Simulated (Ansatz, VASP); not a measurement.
# GaP (GaP(110)): VASP beside Ansatz

Wanted: the spread between two codes on one cell, functional and k mesh. The cell is taken from a series of runs on this material, whose earlier steps may have relaxed, scaled, displaced or heated it; both programs get it as it stands. Valence electrons are named where the data sets of a main pair hold unlike numbers.

Method: plane waves, with VASP 6.6.1 beside it; single point at PBE, in Ansatz 0.2.0.

**1. The structure**

The cell holds 18 atoms: 9 Ga and 9 P. Cell: a = 4.030 Å, b = 5.700 Å, c = 31.438 Å, α = 90.0°, β = 90.0°, γ = 90.0°. It derives from GaP. As first built, before any earlier steps moved the atoms (in the runner's words): 9 layers, strained by +3 % in the plane. Vacuum lies along c.

**2. VASP: single point, PBE**

A single point gives forces, pressure and levels at one fixed geometry, so differences don't come from the geometry; what else differs is listed under the comparison.

Lines of VASP's logs that name or quote its potential files are left out, and so is its time.

INCAR reads:

```
SYSTEM = GaP
PREC = Accurate
ENCUT = 650
EDIFF = 1E-06
NELM = 100
ISMEAR = 0
SIGMA = 0.03
LREAL = .FALSE.
ALGO = Normal
GGA = PE
NBANDS = 100
LORBIT = 11
LWAVE = .FALSE.
LCHARG = .FALSE.
KPAR = 2
NCORE = 2
ISIF = 0
LDIPOL = .TRUE.
IDIPOL = 3
DIPOL = 0.5 0.5 0.5
LVHAR = .TRUE.
```

POSCAR reads:

```
GaP
1.0
    4.0304553900      0.0000000000      0.0000000000
    0.0000000000      5.6999246700      0.0000000000
    0.0000000000      0.0000000000     31.4376076600
Ga P
9 9
Direct
    0.0000000000      0.0611714300      0.2690450200
    0.5000000000      0.4905240000      0.3134198700
    0.0000000000      0.9937007800      0.3778560100
    0.5000000000      0.4921662900      0.4382012700
    0.0000000000      0.9939210800      0.5000000000
    0.5000000000      0.4921662900      0.5617987300
    0.0000000000      0.9937007800      0.6221439900
    0.5000000000      0.4905240000      0.6865801300
    0.0000000000      0.0611714300      0.7309549800
    0.0000000000      0.7344453200      0.3158671300
    0.5000000000      0.2584537700      0.2493338900
    0.0000000000      0.7374502100      0.4387282500
    0.5000000000      0.2402611300      0.3766276900
    0.0000000000      0.7374502100      0.5612717500
    0.5000000000      0.2397330500      0.5000000000
    0.0000000000      0.7344453200      0.6841328700
    0.5000000000      0.2402611300      0.6233723100
    0.5000000000      0.2584537700      0.7506661100
```

KPOINTS reads:

```
Automatic mesh
0
Gamma
6 4 1
0 0 0
```

Potentials, in the order of the species: Ga_d_GW and P_GW (PBE family, release 64).

Command:

```sh
mpirun -np 4 vasp_std
```

Numbers of over 12 decimals in the logs are rounded to 6 here.

The program printed:

```text
[banner, memory and clock lines left out]
running    4 mpi-ranks, on    1 nodes
 distrk:  each k-point on    2 cores,    2 groups
 distr:  one band on    2 cores,    1 groups

 POSCAR found type information on POSCAR GaP
 POSCAR found :  2 types and      18 ions
|                                                                             |
|               ----> ADVICE to this user running VASP <----                  |
|                                                                             |
|     You have a (more or less) 'large supercell' and for larger cells it     |
|     might be more efficient to use real-space projection operators.         |
|     Therefore, try LREAL= Auto in the INCAR file.                           |
|     Mind: For very accurate calculation, you might also keep the            |
|     reciprocal projection scheme (i.e. LREAL=.FALSE.).                      |
|                                                                             |

 LDA part: xc-table for (Slater+PW92), standard interpolation
 POSCAR, INCAR and KPOINTS ok, starting setup
 FFT: planning ... GRIDC
 FFT: planning ... GRID_SOFT
 FFT: planning ... GRID
 WAVECAR not read
 entering main loop
       N       E                     dE             d eps       ncg     rms          rms(c)
DAV:   1     0.190721799004E+04    0.19072E+04   -0.80107E+04  2456   0.202E+03
DAV:   2     0.255053106787E+03   -0.16522E+04   -0.15862E+04  2856   0.518E+02
DAV:   3    -0.493702783161E+02   -0.30442E+03   -0.29419E+03  2996   0.320E+02
DAV:   4    -0.797922155042E+02   -0.30422E+02   -0.30077E+02  3304   0.950E+01
DAV:   5    -0.821561295079E+02   -0.23639E+01   -0.23546E+01  4032   0.269E+01    0.107E+01
DAV:   6    -0.797389947423E+02    0.24171E+01   -0.49210E+00  3968   0.186E+01    0.560E+00
DAV:   7    -0.794704770099E+02    0.26852E+00   -0.23284E+00  3832   0.732E+00    0.205E+00
DAV:   8    -0.794566601095E+02    0.13817E-01   -0.31397E-01  3592   0.720E+00    0.450E-01
DAV:   9    -0.794574383159E+02   -0.77821E-03   -0.46086E-02  3288   0.252E+00    0.165E-01
DAV:  10    -0.794583381348E+02   -0.89982E-03   -0.76404E-03  3336   0.132E+00    0.101E-01
DAV:  11    -0.794589805036E+02   -0.64237E-03   -0.25336E-03  3712   0.577E-01    0.584E-02
DAV:  12    -0.794592370205E+02   -0.25652E-03   -0.76663E-04  3664   0.306E-01    0.290E-02
DAV:  13    -0.794593993244E+02   -0.16230E-03   -0.30938E-04  3296   0.159E-01    0.163E-02
DAV:  14    -0.794595613047E+02   -0.16198E-03   -0.11610E-04  3272   0.791E-02    0.109E-02
[...]
DAV:  18    -0.794599548980E+02   -0.20411E-04   -0.27758E-06  2080   0.105E-02    0.114E-03
DAV:  19    -0.794599703625E+02   -0.15464E-04   -0.14437E-06  1952   0.947E-03    0.796E-04
DAV:  20    -0.794599787133E+02   -0.83508E-05   -0.53851E-07  1904   0.749E-03    0.533E-04
DAV:  21    -0.794599961443E+02   -0.17431E-04   -0.77061E-07  1808   0.461E-03    0.396E-04
DAV:  22    -0.794600023162E+02   -0.61719E-05   -0.21906E-07  1792   0.428E-03    0.242E-04
DAV:  23    -0.794600082519E+02   -0.59357E-05   -0.28920E-07  1752   0.326E-03    0.167E-04
DAV:  24    -0.794600100264E+02   -0.17745E-05   -0.13054E-07  1704   0.295E-03    0.106E-04
DAV:  25    -0.794600106331E+02   -0.60666E-06   -0.94211E-08  1624   0.200E-03
   1 F= -.79460011E+02 E0= -.79460011E+02  d E =-.200277E-18
```

Parts of OUTCAR (step 2):

```text
ion  position               nearest neighbor table
   1  0.000  0.061  0.269-  10 2.37  11 2.39  11 2.39
   2  0.500  0.491  0.313-  11 2.41  13 2.45  10 2.45  10 2.45
   3  0.000  0.994  0.378-  12 2.41  10 2.45  13 2.46  13 2.46
   4  0.500  0.492  0.438-  13 2.41  15 2.42  12 2.45  12 2.45
   5  0.000  0.994  0.500-  12 2.42  14 2.42  15 2.45  15 2.45
   6  0.500  0.492  0.562-  17 2.41  15 2.42  14 2.45  14 2.45
   7  0.000  0.994  0.622-  14 2.41  16 2.45  17 2.46  17 2.46
   8  0.500  0.491  0.687-  18 2.41  17 2.45  16 2.45  16 2.45
   9  0.000  0.061  0.731-  16 2.37  18 2.39  18 2.39
  10  0.000  0.734  0.316-   1 2.37   3 2.45   2 2.45   2 2.45
  11  0.500  0.258  0.249-   1 2.39   1 2.39   2 2.41
  12  0.000  0.737  0.439-   3 2.41   5 2.42   4 2.45   4 2.45
  13  0.500  0.240  0.377-   4 2.41   2 2.45   3 2.46   3 2.46
  14  0.000  0.737  0.561-   7 2.41   5 2.42   6 2.45   6 2.45
  15  0.500  0.240  0.500-   4 2.42   6 2.42   5 2.45   5 2.45
  16  0.000  0.734  0.684-   9 2.37   7 2.45   8 2.45   8 2.45
  17  0.500  0.240  0.623-   6 2.41   8 2.45   7 2.46   7 2.46
  18  0.500  0.258  0.751-   9 2.39   9 2.39   8 2.41

  LATTYP: Found a simple orthorhombic cell.
 ALAT       =     4.0304553900
 B/A-ratio  =     1.4142135611
 C/A-ratio  =     7.8000137994

 Subroutine GETGRP returns: Found  4 space group operations
 (whereof  4 operations were pure point group operations)

The static configuration has the point symmetry C_2v.

 Found     12 irreducible k-points:

   k-points           NKPTS =     12   k-points in BZ     NKDIM =     12   number of bands    NBANDS=    100

   dimension x,y,z NGX =    36 NGY =   48 NGZ =  270
   dimension x,y,z NGXF=    72 NGYF=   96 NGZF=  540

   ENCUT  =  650.0 eV  47.77 Ry    6.91 a.u.   8.38 11.85 65.35*2*pi/ulx,y,z

   NELECT =     162.0000    total number of electrons

 k-points in reciprocal lattice and weights: Automatic mesh
   0.00000000  0.00000000  0.00000000       0.042
   0.16666667  0.00000000  0.00000000       0.083
   0.33333333  0.00000000  0.00000000       0.083
   0.50000000  0.00000000  0.00000000       0.042
   0.00000000  0.25000000  0.00000000       0.083
   0.16666667  0.25000000  0.00000000       0.167
   0.33333333  0.25000000  0.00000000       0.167
   0.50000000  0.25000000  0.00000000       0.083
   0.00000000  0.50000000  0.00000000       0.042
   0.16666667  0.50000000  0.00000000       0.083
   0.33333333  0.50000000  0.00000000       0.083
   0.50000000  0.50000000  0.00000000       0.042

 dipolmoment           0.000000      0.000000      0.000000 electrons x Angstroem

 average (electrostatic) potential at core
       1 -70.5913       2 -70.3818       3 -70.4688       4 -70.4373       5 -70.4538
       6 -70.4373       7 -70.4688       8 -70.3818       9 -70.5913      10 -79.6463
      11 -79.1933      12 -79.6533      13 -79.5939      14 -79.6533      15 -79.6211
      16 -79.6463      17 -79.5939      18 -79.1933

 E-fermi :  -0.3988

 k-point     1 :       0.0000    0.0000    0.0000
  band No.  band energies     occupation
    ...
     77      -0.8665      2.00000
     78      -0.6845      2.00000
     79      -0.6657      2.00000
     80      -0.6020      2.00000
     81      -0.5783      2.00000
     82       0.7542      0.00000
     83       1.1185      0.00000
     84       1.1426      0.00000
     85       1.3846      0.00000
     86       1.4928      0.00000
    ...

 k-point     2 :       0.1667    0.0000    0.0000
  band No.  band energies     occupation
    ...
     77      -1.5955      2.00000
     78      -1.3583      2.00000
     79      -1.2198      2.00000
     80      -0.9607      2.00000
     81      -0.6551      2.00000
     82       1.6777      0.00000
     83       1.8585      0.00000
     84       2.0255      0.00000
     85       2.2515      0.00000
     86       2.3097      0.00000
    ...

 k-point     3 :       0.3333    0.0000    0.0000
  band No.  band energies     occupation
    ...
     77      -2.0445      2.00000
     78      -1.9410      2.00000
     79      -1.5258      2.00000
     80      -1.1846      2.00000
     81      -0.8791      2.00000
     82       1.1045      0.00000
     83       1.2520      0.00000
     84       1.5274      0.00000
     85       1.8395      0.00000
     86       2.0313      0.00000
    ...

  energy-cutoff  :      650.00
  volume of cell :      722.23
      direct lattice vectors                 reciprocal lattice vectors
     4.030455390  0.000000000  0.000000000     0.248110921  0.000000000  0.000000000
     0.000000000  5.699924670  0.000000000     0.000000000  0.175440915  0.000000000
     0.000000000  0.000000000 31.437607660     0.000000000  0.000000000  0.031809036

 POSITION                                       TOTAL-FORCE (eV/Angst)
 -----------------------------------------------------------------------------------
      0.00000      0.34867      8.45813         0.000000     -0.016068      0.013328
      2.01523      2.79595      9.85317        -0.000000      0.003643      0.028417
      0.00000      5.66402     11.87889         0.000000     -0.021493     -0.014516
      2.01523      2.80531     13.77600         0.000000     -0.019870      0.011218
      0.00000      5.66528     15.71880         0.000000     -0.008801      0.000000
      2.01523      2.80531     17.66161         0.000000     -0.019870     -0.011218
      0.00000      5.66402     19.55872         0.000000     -0.021493      0.014516
      2.01523      2.79595     21.58444        -0.000000      0.003643     -0.028417
      0.00000      0.34867     22.97948         0.000000     -0.016068     -0.013328
      0.00000      4.18628      9.93011         0.000000      0.008746      0.003578
      2.01523      1.47317      7.83846         0.000000     -0.009805      0.086493
      0.00000      4.20341     13.79257         0.000000      0.035163      0.014844
      2.01523      1.36947     11.84027         0.000000      0.031383     -0.001494
      0.00000      4.20341     17.64504         0.000000      0.035163     -0.014844
      2.01523      1.36646     15.71880         0.000000     -0.014599      0.000000
      0.00000      4.18628     21.50750         0.000000      0.008746     -0.003578
      2.01523      1.36947     19.59733         0.000000      0.031383      0.001494
      2.01523      1.47317     23.59915         0.000000     -0.009805     -0.086493
 -----------------------------------------------------------------------------------
    total drift:                                0.000000     -0.000825      0.000016

  FREE ENERGIE OF THE ION-ELECTRON SYSTEM (eV)
  ---------------------------------------------------
  free  energy   TOTEN  =       -79.4600106331 eV

  energy  without entropy=      -79.4600106331  energy(sigma->0) =      -79.46001063

 vacuum level on the upper side and lower side of the slab         4.912         4.912

 total charge
# of ion       s       p       d       tot
------------------------------------------
    1        0.927   0.670   9.974  11.570
    2        0.854   0.745   9.992  11.590
    3        0.855   0.748   9.988  11.591
    4        0.855   0.754   9.990  11.599
    5        0.854   0.751   9.990  11.595
    6        0.855   0.754   9.990  11.599
    7        0.855   0.748   9.988  11.591
    8        0.854   0.745   9.992  11.590
    9        0.927   0.670   9.974  11.570
   10        1.138   1.659   0.039   2.836
   11        1.184   1.585   0.034   2.803
   12        1.134   1.660   0.038   2.833
   13        1.136   1.655   0.038   2.829
   14        1.134   1.660   0.038   2.833
   15        1.134   1.660   0.038   2.832
   16        1.138   1.659   0.039   2.836
   17        1.136   1.655   0.038   2.829
   18        1.184   1.585   0.034   2.803
--------------------------------------------------
tot         18.154  21.361  90.215 129.730

[... 3 further parts left out ...]
```

(Continued in part 2 of 2.)

[Lines on the potential files, build, host, timing and source positions are cut from VASP's logs without a mark.]

[Logs are printed without paths, hosts, clocks, repeated set-up lines and the standing remarks that a program may print on its own settings, such as how far it seeks lower states.]

[Hosts, paths, dates, database ids (printed as entryN), source tags and the programs' standing remarks are cut or masked in the printed files.]
